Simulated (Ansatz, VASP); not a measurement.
# One calculation of B, two programs

```xyz
1
Lattice="1.7024 0.0000 0.0000 -0.8512 1.5333 0.0000 0.0000 0.0000 3.6354" Properties=species:S:1:pos:R:3 pbc="T T T"
B     0.0000    0.0000    0.0000
```

Change from the starting cell: strain +0.0400 x Voigt [0, 1, 0, 0, 0, 0], atoms carried along.

Alike in both runs: task single point; functional LDA; k mesh 33 × 33 × 14; occupations gaussian, width 0.15 eV; no spin polarisation.

|  | VASP | Ansatz |
| --- | --- | --- |
| version | VASP 6.6.1 | Ansatz 0.2.0 |
| potentials or method | VASP PAW LDA potentials, release 64 (B) | scalar-relativistic, plane waves, PAW |
| plane-wave cutoff (eV) | 520 | 420 |
| valence electrons in the cell | 3 | 3 |

```csv
,VASP,Ansatz,Ansatz less VASP
gap on the k mesh at the Fermi level (eV),none,none,-
pressure (GPa),-12.0,-12.0,-0.05
largest component of the traceless stress (GPa),11.54,11.57,+0.031
```

A gap of «none» marks a metal or a gap that the smearing closes.
